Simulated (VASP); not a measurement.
# AgCl (Chlorargyrite) (Fm-3m) in VASP: settings compared

Aim: see how the results for AgCl (Chlorargyrite) move with the level of theory and the settings. Levels: PBE, PBEsol. Tasks: single point.

Program: VASP 6.6.1. These are calculated values, not measurements. Logs are shortened: lines on timing, memory, paths and dates and some standing lists are left out, and cuts for length are marked.

**The experiment to reproduce.**

A printed reference work, data compilation reports, for a bulk crystal of AgCl: band gap 3.249 eV (indirect).

The runs below are set against these values where they give the same quantity.

## 1. The cell of the first run

Symmetry: Fm-3m, No. 225, cubic system. The conventional cell has a = 5.448 Å, b = 5.448 Å, c = 5.448 Å, α = 90.00°, β = 90.00°, γ = 90.00°. Ag (site symmetry m-3m) has 6 Cl at 2.72 Å within 3.6 Å. Within 3.6 Å of Cl (site symmetry m-3m) lie 6 Ag at 2.72 Å.

## 2. Single point, PBE

Contents of INCAR:

```
PREC = Accurate ; ENCUT = 500
EDIFF = 1E-6 ; ISMEAR = 0
SIGMA = 0.01 ; LREAL = F
LASPH = T ; NELM = 120
ALGO = Normal ; ISIF = 2
LWAVE = F ; LCHARG = F
GGA = PE ; NBANDS = 16
GGA_COMPAT = F
```

Contents of KPOINTS:

```
Automatic mesh
0
Gamma
  8 8 8
```

Contents of POSCAR:

```
AgCl
1.0
    0.0000000000      2.7237571629      2.7237571629
    2.7237571629      0.0000000000      2.7237571629
    2.7237571629      2.7237571629      0.0000000000
Ag Cl
1 1
Direct
    0.0000000000      0.0000000000      0.0000000000
    0.5000000000      0.5000000000      0.5000000000
```

Potentials or basis: VASP PAW PBE potentials, release 64 (Ag, Cl).

Run with:

```console
$ cat potpaw_PBE.64/Ag/POTCAR potpaw_PBE.64/Cl/POTCAR > POTCAR
$ mpirun -np 1 vasp_std > vasp.out
```

OUTCAR:

```text
PREC = Accurate
   ENCUT = 500
   EDIFF = 1E-6
   ISMEAR = 0
   LREAL = F
   LASPH = T
   NELM = 120
   ISIF = 2
   GGA = PE

 ion  position               nearest neighbor table
   1  0.000  0.000  0.000-   2 2.72   2 2.72   2 2.72   2 2.72   2 2.72   2 2.72
   2  0.500  0.500  0.500-   1 2.72   1 2.72   1 2.72   1 2.72   1 2.72   1 2.72

  LATTYP: Found a face centered cubic cell.
 ALAT       =     5.4475143258

  Lattice vectors:

 A1 = (   0.0000000000,   2.7237571629,   2.7237571629)
 A2 = (   2.7237571629,   0.0000000000,   2.7237571629)
 A3 = (   2.7237571629,   2.7237571629,   0.0000000000)

Analysis of symmetry for initial positions (statically):
=====================================================================
 Subroutine PRICEL returns:
 Original cell was already a primitive cell.

 Routine SETGRP: Setting up the symmetry group for a
 face centered cubic supercell.

 Subroutine GETGRP returns: Found 48 space group operations
 (whereof 48 operations were pure point group operations)
 out of a pool of 48 trial point group operations.

The static configuration has the point symmetry O_h .

Analysis of symmetry for dynamics (positions and initial velocities):
=====================================================================
 Subroutine PRICEL returns:
 Original cell was already a primitive cell.

 Routine SETGRP: Setting up the symmetry group for a
 face centered cubic supercell.

 Subroutine GETGRP returns: Found 48 space group operations
 (whereof 48 operations were pure point group operations)
 out of a pool of 48 trial point group operations.

The dynamic configuration has the point symmetry O_h .

 Subroutine INISYM returns: Found 48 space group operations
 (whereof 48 operations are pure point group operations),
 and found     1 'primitive' translations

----------------------------------------------------------------------------------------

                                     Primitive cell

  volume of cell :      40.4143

  direct lattice vectors                    reciprocal lattice vectors
     0.000000000  2.723757163  2.723757163    -0.183569962  0.183569962  0.183569962
     2.723757163  0.000000000  2.723757163     0.183569962 -0.183569962  0.183569962
     2.723757163  2.723757163  0.000000000     0.183569962  0.183569962 -0.183569962

  length of vectors
     3.851974320  3.851974320  3.851974320     0.317952502  0.317952502  0.317952502

  position of ions in fractional coordinates (direct lattice)
     0.000000000  0.000000000  0.000000000
     0.500000000  0.500000000  0.500000000

  ion indices of the primitive-cell ions
   primitive index   ion index
                 1           1
                 2           2

----------------------------------------------------------------------------------------

 KPOINTS: Automatic mesh

Automatic generation of k-mesh.
 Grid dimensions read from file:
 generate k-points for:    8    8    8

 Generating k-lattice:

  Cartesian coordinates                     Fractional coordinates (reciprocal lattice)
    -0.022946245  0.022946245  0.022946245     0.125000000  0.000000000  0.000000000
     0.022946245 -0.022946245  0.022946245     0.000000000  0.125000000  0.000000000
     0.022946245  0.022946245 -0.022946245     0.000000000  0.000000000  0.125000000

  Length of vectors
     0.039744063  0.039744063  0.039744063

  Shift w.r.t. Gamma in fractional coordinates (k-lattice)
     0.000000000  0.000000000  0.000000000

 Subroutine IBZKPT returns following result:
 ===========================================

 Found     29 irreducible k-points:

 Following reciprocal coordinates:
            Coordinates               Weight
  0.000000  0.000000  0.000000      1.000000
  0.125000  0.000000  0.000000      8.000000
  0.250000  0.000000  0.000000      8.000000
  0.375000  0.000000  0.000000      8.000000
  0.500000  0.000000  0.000000      4.000000
  0.125000  0.125000  0.000000      6.000000
[... 16 lines left out ...]
  0.500000  0.250000  0.125000     48.000000
 -0.375000  0.250000  0.125000     24.000000
 [... further k-points ...]
   k-points           NKPTS =     29   k-points in BZ     NKDIM =     29   number of bands    NBANDS=     16
   number of dos      NEDOS =    301   number of ions     NIONS =      2
   total plane-waves  NPLWV =  21952
   dimension x,y,z NGX =    28 NGY =   28 NGZ =   28
   dimension x,y,z NGXF=    56 NGYF=   56 NGZF=   56
   ions per type =               1   1
   NGX,Y,Z   is equivalent  to a cutoff of  12.08, 12.08, 12.08 a.u.
   NGXF,Y,Z  is equivalent  to a cutoff of  24.17, 24.17, 24.17 a.u.
 SYSTEM =  unknown system
   PREC   = accura    normal or accurate (medium, high low for compatibility)
   ISTART =      0    job   : 0-new  1-cont  2-samecut
   ICHARG =      2    charge: 1-file 2-atom 10-const
   ISPIN  =      1    spin polarized calculation?
   LNONCOLLINEAR =      F non collinear calculations
   LSORBIT =      F    spin-orbit coupling
   LASPH  =      T    aspherical Exc in radial PAW
   ENCUT  =  500.0 eV  36.75 Ry    6.06 a.u.   7.02  7.02  7.02*2*pi/ulx,y,z
   NELM   =    120;   NELMIN=  2; NELMDL= -5     # of ELM steps
   EDIFF  = 0.1E-05   stopping-criterion for ELM
   LREAL  =      F    real-space projection
   EDIFFG = 0.1E-04   stopping-criterion for IOM
   NSW    =      0    number of steps for IOM
   IBRION =     -1    ionic relax: 0-MD 1-quasi-New 2-CG
   NFREE  =      0    steps in history (QN), initial steepest desc. (CG)
   ISIF   =      2    stress and relaxation
   ISYM   =      2    0-nonsym 1-usesym 2-fastsym
   POTIM  = 0.5000    time-step for ionic-motion
   TEBEG  =    0.0;   TEEND  =   0.0 temperature during run
   PSTRESS=    0.0 pullay stress
   NELECT =      18.0000    total number of electrons
   NUPDOWN=      -1.0000    fix difference up-down
   EMIN   =  10.00;   EMAX   =-10.00  energy-range for DOS
   EFERMI =   0.00;   METHOD = LEGACY
   ISMEAR =     0;   SIGMA  =   0.01  broadening in eV -4-tet -1-fermi 0-gaus
   EFERMI_NEDOS =   21; number of points for ismear=-14 and -15
   IALGO  =     38    algorithm
   IMIX   =      4    mixing-type and parameters
     AMIX     =   0.40;   BMIX     =  1.00
     AMIX_MAG =   1.60;   BMIX_MAG =  1.00
  volume/ion in A,a.u.               =      20.21       136.36
  Fermi-wavevector in a.u.,A,eV,Ry     =   1.250222  2.362578 21.266669  1.563056
  Thomas-Fermi vector in A             =   2.384227
   LORBIT       =      0    0 simple, 1 ext, 2 COOP (PROOUT), +10 PAW based schemes
   GGA     = PE    functional components
   LHFCALC =     F    Hartree Fock is set to
   AEXX    =    0.0000 exact exchange contribution
   IVDW    =     0    specifies the selected vdW correction
   LEPSILON=     F    determine dielectric tensor
   LRPA    =     F    only Hartree local field effects (RPA)
 non-spin polarized calculation
 Gauss-broadening in eV      SIGMA  =   0.01
  energy-cutoff  :      500.00
  volume of cell :       40.41
 maximum number of plane-waves:      1036
   NGX = 13   NGY = 13   NGZ = 13

 number of electron      18.0000004 magnetization

 Free energy of the ion-electron system (eV)
  ---------------------------------------------------
  ext. energy  EPLUGINS =         0.00000000
  ---------------------------------------------------
  free energy    TOTEN  =        -5.35230647 eV

  energy without entropy =       -5.35230647  energy(sigma->0) =       -5.35230647

 E-fermi :   4.6415     XC(G=0): -10.2509

 val. band max:        4.5224220595   @ k =   0.5000   0.0000   0.0000
 cond. band min:       5.4242760963   @ k =   0.0000   0.0000   0.0000
 fundamental gap:      0.9018540368
 Fermi energy:         4.6415422493

 k-point     1 :       0.0000    0.0000    0.0000
  band No.  band energies     occupation
      1     -11.0017      2.00000
      2       1.8526      2.00000
      3       1.8526      2.00000
      4       1.8526      2.00000
      5       1.8968      2.00000
      6       1.8968      2.00000
[... 8 lines left out ...]
     15      18.1645      0.00000
     16      18.1645      0.00000

 k-point     2 :       0.1250    0.0000    0.0000
  band No.  band energies     occupation
      1     -10.9324      2.00000
      2       1.0788      2.00000
      3       1.1442      2.00000
      4       1.1442      2.00000
      5       1.9145      2.00000
      6       1.9145      2.00000
[... 8 lines left out ...]
     15      16.6721      0.00000
     16      17.3878      0.00000

 k-point     3 :       0.2500    0.0000    0.0000
  band No.  band energies     occupation
      1     -10.7571      2.00000
      2      -0.0282      2.00000
      3       0.5261      2.00000
      4       0.5261      2.00000
      5       2.0581      2.00000
      6       2.0581      2.00000
[... 8 lines left out ...]
     15      16.8257      0.00000
     16      17.3092      0.00000

 k-point     4 :       0.3750    0.0000    0.0000
  band No.  band energies     occupation
      1     -10.5688      2.00000
      2      -0.8688      2.00000
      3       0.1335      2.00000
      4       0.1335      2.00000
      5       2.2083      2.00000
      6       2.2083      2.00000
[... 8 lines left out ...]
     15      17.6612      0.00000
     16      17.6612      0.00000
[... 324 lines left out ...]
 k-point    22 :       0.3750    0.2500    0.1250
  band No.  band energies     occupation
      1     -10.6506      2.00000
      2      -0.4367      2.00000
      3       0.4381      2.00000
      4       0.8166      2.00000
      5       1.9566      2.00000
      6       2.1894      2.00000
[... 8 lines left out ...]
     15      18.7446      0.00000
     16      20.1856      0.00000

 k-point    23 :       0.5000    0.2500    0.1250
  band No.  band energies     occupation
      1     -10.5169      2.00000
      2      -0.6660      2.00000
      3       0.1228      2.00000
      4       0.3866      2.00000
      5       2.0947      2.00000
      6       2.2816      2.00000
[... 8 lines left out ...]
     15      18.9652      0.00000
     16      19.9205      0.00000

 k-point    24 :      -0.3750    0.2500    0.1250
  band No.  band energies     occupation
      1     -10.4598      2.00000
      2      -0.7366      2.00000
      3       0.0633      2.00000
      4       0.1209      2.00000
      5       2.1989      2.00000
      6       2.2732      2.00000
[... 8 lines left out ...]
     15      18.1687      0.00000
     16      19.6440      0.00000

 [... further k-points ...]
[... 5 lines left out ...]
  --------------------------------------------------------------------------------------
  -------------------------------------------------------------------------------------
  Total        1.1511002      1.1511002      1.1511002     -0.0000000      0.0000000      0.0000000
  in kB       45.6340019     45.6340019     45.6340019     -0.0000000      0.0000000      0.0000000
  external PRESSURE =      45.6340019 kB  Pullay stress =       0.0000000 kB

 VOLUME and BASIS-vectors are now :
 -----------------------------------------------------------------------------
  energy-cutoff  :      500.00
  volume of cell :       40.41
      direct lattice vectors                 reciprocal lattice vectors
     0.000000000  2.723757163  2.723757163    -0.183569962  0.183569962  0.183569962
     2.723757163  0.000000000  2.723757163     0.183569962 -0.183569962  0.183569962
     2.723757163  2.723757163  0.000000000     0.183569962  0.183569962 -0.183569962

 POSITION                                       TOTAL-FORCE (eV/Angst)
 -----------------------------------------------------------------------------------
      0.00000      0.00000      0.00000        -0.000000     -0.000000     -0.000000
      2.72376      2.72376      2.72376         0.000000      0.000000      0.000000
 -----------------------------------------------------------------------------------
    total drift:                                0.000000      0.000000      0.000000

  FREE ENERGIE OF THE ION-ELECTRON SYSTEM (eV)
  ---------------------------------------------------
  free  energy   TOTEN  =        -5.3523064703 eV

  energy  without entropy=       -5.3523064703  energy(sigma->0) =       -5.35230647
```

It took 11 s on 1 thread of AMD EPYC 9R45 (Zen 5), shared host; peak memory 0.13 GiB.

What came out:

```yaml
Free_energy: -5.3523 eV
Pressure: 4.6 GPa
Band_gap_on_the_k_mesh: 0.90 eV, indirect (least direct gap 3.37 eV)
```

A k mesh can miss the band edges. A hybrid or GW would open this gap; PBE tends to underestimate it.

## 3. Single point, PBEsol

This run uses another cell than the first one, of 20.51 Å³/atom, 1.015 times its volume.

Contents of INCAR:

```
SYSTEM = AgCl
ALGO = Normal
EDIFF = 1E-6
ENCUT = 500
GGA = PS
GGA_COMPAT = .False.
ISIF = 2
ISMEAR = 0
LASPH = .True.
LCHARG = .True.
LELF = .True.
LREAL = .False.
LVHAR = .True.
LWAVE = .False.
NBANDS = 16
NELM = 120
PREC = Accurate
SIGMA = 0.01
```

Contents of KPOINTS:

```
k-points
0
Gamma
  8 8 8
  0 0 0
```

Contents of POSCAR:

```
AgCl
1.0
    0.0000000000      2.7373759487      2.7373759487
    2.7373759487      0.0000000000      2.7373759487
    2.7373759487      2.7373759487      0.0000000000
Ag Cl
1 1
Direct
    0.0000000000      0.0000000000      0.0000000000
    0.5000000000      0.5000000000      0.5000000000
```

Potentials or basis: VASP PAW PBE potentials, release 64 (Ag, Cl).

Run with:

```console
$ cat potpaw_PBE.64/Ag/POTCAR potpaw_PBE.64/Cl/POTCAR > POTCAR
$ mpirun -np 1 vasp_std > vasp.out
```

Run time: 12 s. Hardware: 1 thread of AMD EPYC 9R45 (Zen 5), shared host; peak memory 0.13 GiB.

The run converged. Its results:

```
Free energy            : -6.0594 eV
Pressure               : -0.9 GPa
Band gap on the k mesh : 0.72 eV, indirect (least direct gap 3.17 eV)
```

Levels at points of the mesh, in eV from the valence-band top:
| k point | band 6 | band 7 | band 8 | band 9 | band 10 | band 11 | band 12 | band 13 |
| --- | --- | --- | --- | --- | --- | --- | --- | --- |
| (0.00, 0.00, 0.00) | -2.60 | -2.50 | -2.50 | -2.50 | 0.72 | 10.73 | 10.73 | 10.73 |
| (0.50, 0.00, 0.00) | -2.23 | -1.89 | 0.00 | 0.00 | 3.92 | 6.65 | 7.45 | 7.45 |
| (0.50, 0.50, 0.00) | -2.39 | -2.09 | -2.09 | -1.98 | 2.17 | 7.80 | 8.59 | 11.55 |

Caveat: the PAW data sets were made with another functional, which shifts forces and pressure a little.

## 4. Comparison with measurements

Step 3. Measured gap of AgCl: 3.249 eV (indirect; a printed reference work, data compilation). This calculation gives 0.72 eV (-2.53 eV). So large a miss can be the level of theory's own, or it may mean another phase, state or a wrong row. Spin-orbit coupling on Ag is left out. The value is that of PBEsol on a finite k mesh, which can miss the band edges, without temperature or zero-point motion. Semilocal functionals fall short of measured gaps as a rule.
